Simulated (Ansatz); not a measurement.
Sb2S3 (Pnma) from a database structure at its r2SCAN+rVV10 geometry, run in the plane-wave code Ansatz at 2 levels of theory. Non-magnetic throughout; all numbers are computed.

The PBE+SOC input:
```yaml
crystal:
  lattice:
    - [11.4742503611, 0.0, 0.0]
    - [0.0, 3.841650977, 0.0]
    - [0.0, 0.0, 11.2061015322]
  atoms:
    - { symbol: Sb, position: [0.8524507075, 0.75, 0.4651344503] }
    - { symbol: Sb, position: [0.1475492925, 0.25, 0.5348655497] }
    - { symbol: Sb, position: [0.6475492925, 0.25, 0.9651344503] }
    - { symbol: Sb, position: [0.3524507075, 0.75, 0.0348655497] }
    - { symbol: Sb, position: [0.9711746733, 0.25, 0.1734027053] }
    - { symbol: Sb, position: [0.0288253267, 0.75, 0.8265972947] }
    - { symbol: Sb, position: [0.5288253267, 0.75, 0.6734027053] }
    - { symbol: Sb, position: [0.4711746733, 0.25, 0.3265972947] }
    - { symbol: S, position: [0.8759922947, 0.75, 0.0609187025] }
    - { symbol: S, position: [0.1240077053, 0.25, 0.9390812975] }
    - { symbol: S, position: [0.6240077053, 0.25, 0.5609187025] }
    - { symbol: S, position: [0.3759922947, 0.75, 0.4390812975] }
    - { symbol: S, position: [0.0495693771, 0.75, 0.3774422728] }
    - { symbol: S, position: [0.9504306229, 0.25, 0.6225577272] }
    - { symbol: S, position: [0.4504306229, 0.25, 0.8774422728] }
    - { symbol: S, position: [0.5495693771, 0.75, 0.1225577272] }
    - { symbol: S, position: [0.2952777587, 0.25, 0.1909133329] }
    - { symbol: S, position: [0.7047222413, 0.75, 0.8090866671] }
    - { symbol: S, position: [0.2047222413, 0.75, 0.6909133329] }
    - { symbol: S, position: [0.7952777587, 0.25, 0.3090866671] }
kpoints:
  mp_grid: { grid: [2, 6, 2] }
  band_path:
    path:
      - [0.0, 0.0, 0.0]
      - [0.5, 0.0, 0.0]
      - [0.5, 0.5, 0.0]
      - [0.0, 0.5, 0.0]
      - [0.0, 0.0, 0.5]
      - [0.5, 0.0, 0.5]
      - [0.5, 0.5, 0.5]
      - [0.0, 0.5, 0.5]
      - [0.0, 0.0, 0.4375]
      - [0.0, 0.0, 0.45]
    npoints: 1
hamiltonian:
  xc: pbe
scf:
  occupations: { method: fixed }
  n_extra_bands: 18
magnetization:
  noncollinear: true
  spin_orbit: true
output:
  forces: true
  stress: true
  eigenvalues: true
  write_density: true
  write_potential: true
  elf: true
  volumetric_format: npy
```

Main results, then, where recorded, the levels near the gap in eV from the Fermi energy (columns number the bands from 0), one row a point of the path (Γ, X, S, Y, Z, U, R, T, Γ–Z (0.87), Γ–Z (0.90)):
```
Crystal: 20 atoms, lattice volume = 493.966 Å³
Symmetry: 8 space group operations + 8 with time reversal
Magnetic group: BNS 62.442 (UNI 540)
```
```
Basis set: ecut = 420 eV, 9651 PW (Γ)
k-points: 16 of 24
SCF 1 converged in 10 iterations: F = -62724.939131 eV  dr2 = 2.81e-8
Free energy (F): -62724.939131 eV
Fermi energy:    7.037807 eV
--- Forces (eV/Å), atoms counted from 1 ---
  atom   1  Sb    -0.13422      0.00000      0.10953
  atom   2  Sb      0.13422      0.00000    -0.10953
  atom   3  Sb      0.13422      0.00000      0.10953
  atom   4  Sb    -0.13422      0.00000    -0.10953
  atom   5  Sb      0.22680      0.00000      0.08277
  atom   6  Sb    -0.22680      0.00000    -0.08277
  atom   7  Sb    -0.22680      0.00000      0.08277
  atom   8  Sb      0.22680      0.00000    -0.08277
  atom   9  S     -0.13476      0.00000    -0.16741
  atom  10  S       0.13476      0.00000      0.16741
  atom  11  S       0.13476      0.00000    -0.16741
  atom  12  S     -0.13476      0.00000      0.16741
  atom  13  S       0.13225      0.00000    -0.15408
  atom  14  S     -0.13225      0.00000      0.15408
  atom  15  S     -0.13225      0.00000    -0.15408
  atom  16  S       0.13225      0.00000      0.15408
  atom  17  S     -0.16559      0.00000    -0.01247
  atom  18  S       0.16559      0.00000      0.01247
  atom  19  S       0.16559      0.00000    -0.01247
  atom  20  S     -0.16559      0.00000      0.01247
--- Stress (GPa, compression-positive) ---
        2.340497       0.000000       0.000000
        0.000000       2.189761       0.000000
        0.000000       0.000000       1.955966
  P = ⅓ Tr σ = 2.1621 GPa (21.621 kbar)
```

PBE+SOC gives an indirect gap of 1.26 eV, from Γ to Γ–Z (0.87 of the way from Γ); the least direct gap is 1.34 eV at Γ–Z (0.87 of the way from Γ).

**Question.** In the first input these blocks are replaced (the band path and keys that only write files left aside):
```yaml
kpoints:
  mp_grid: { grid: [2, 4, 2] }
hamiltonian:
  xc: pbe0
scf:
  occupations: { method: fixed }
  n_extra_bands: 9
```
(magnetization left out)
What comes out?

**Answer.**
```
Basis set: ecut = 420 eV, 9651 PW (Γ)
k-points: 12 of 16
SCF 1 stopped early in 5 iterations: F = -62705.782931 eV  dr2 = 7.33e-5
Exchange kernel: α = 0.2500, full range, Wigner–Seitz truncation, v(0) = 13381.1221 eV·Å³, q-mesh 2×4×2
SCF 2 stopped early in 8 iterations: F = -62741.027499 eV  dr2 = 2.27e-5
hybrid outer 1: dexx = +1.429e-1 eV, tail = 6.04e-4 eV
SCF 3 converged in 8 iterations: F = -62741.022189 eV  dr2 = 6.03e-10
hybrid outer 2: dexx = +2.825e-5 eV, tail = 2.62e-7 eV, Δε = 3.08e-3 eV, ΔF = 1.15e-2 eV/Å
SCF 4 converged in 2 iterations: F = -62741.022185 eV  dr2 = 5.33e-9
hybrid outer 3: dexx = +3.867e-8 eV, tail = 1.14e-8 eV, Δε = 4.79e-5 eV, ΔF = 4.96e-4 eV/Å
Free energy (F): -62741.022185 eV
Fermi energy:    6.419525 eV
--- Forces (eV/Å), atoms counted from 1 ---
  atom   1  Sb      0.18245      0.00000    -0.19063
  atom   2  Sb    -0.18245      0.00000      0.19063
  atom   3  Sb    -0.18245      0.00000    -0.19063
  atom   4  Sb      0.18245      0.00000      0.19063
  atom   5  Sb    -0.28718      0.00000    -0.02730
  atom   6  Sb      0.28718      0.00000      0.02730
  atom   7  Sb      0.28718      0.00000    -0.02730
  atom   8  Sb    -0.28718      0.00000      0.02730
  atom   9  S       0.16209      0.00000      0.13943
  atom  10  S     -0.16209      0.00000    -0.13943
  atom  11  S     -0.16209      0.00000      0.13943
  atom  12  S       0.16209      0.00000    -0.13943
  atom  13  S     -0.19448      0.00000      0.13007
  atom  14  S       0.19448      0.00000    -0.13007
  atom  15  S       0.19448      0.00000      0.13007
  atom  16  S     -0.19448      0.00000    -0.13007
  atom  17  S       0.22664      0.00000    -0.09637
  atom  18  S     -0.22664      0.00000      0.09637
  atom  19  S     -0.22664      0.00000    -0.09637
  atom  20  S       0.22664      0.00000      0.09637
--- Stress (GPa, compression-positive) ---
       -0.197698       0.000000       0.000000
        0.000000      -0.189205       0.000000
        0.000000       0.000000      -0.235980
  P = ⅓ Tr σ = -0.2076 GPa (-2.076 kbar)
```
```tsv
band_92	band_93	band_94	band_95	band_96	band_97	band_98
-0.391	-0.321	-0.245	0.000	2.576	2.685	2.761
-0.258	-0.258	-0.134	-0.134	2.691	2.691	2.946
-0.641	-0.641	-0.641	-0.641	3.465	3.465	3.465
-0.895	-0.895	-0.373	-0.373	3.414	3.414	3.499
-0.360	-0.360	-0.197	-0.197	2.444	2.444	3.343
-0.468	-0.468	-0.456	-0.456	2.490	2.490	3.324
-1.028	-1.028	-1.028	-1.028	3.299	3.299	3.299
-1.037	-1.037	-0.701	-0.701	3.064	3.064	3.376
-0.369	-0.345	-0.200	-0.195	2.444	2.451	3.305
-0.367	-0.348	-0.199	-0.195	2.443	2.449	3.316
```
With PBE0 the valence top lies at Γ and the conduction bottom at Γ–Z (0.90 of the way from Γ), 2.44 eV higher; the smallest vertical gap, at Γ, is 2.58 eV. The mean stress, -0.2 GPa, is small, and the program warns that its thresholds are loose for a hybrid's stress.

The hybrids run on coarser meshes, which limits their stresses and small splittings of levels.

Totals of different functionals, or with and without spin-orbit coupling, can't be compared.

Only the levels marked +SOC include spin-orbit coupling.

The meshes of the hybrids are coarse, so their gaps aren't converged to the digits shown.
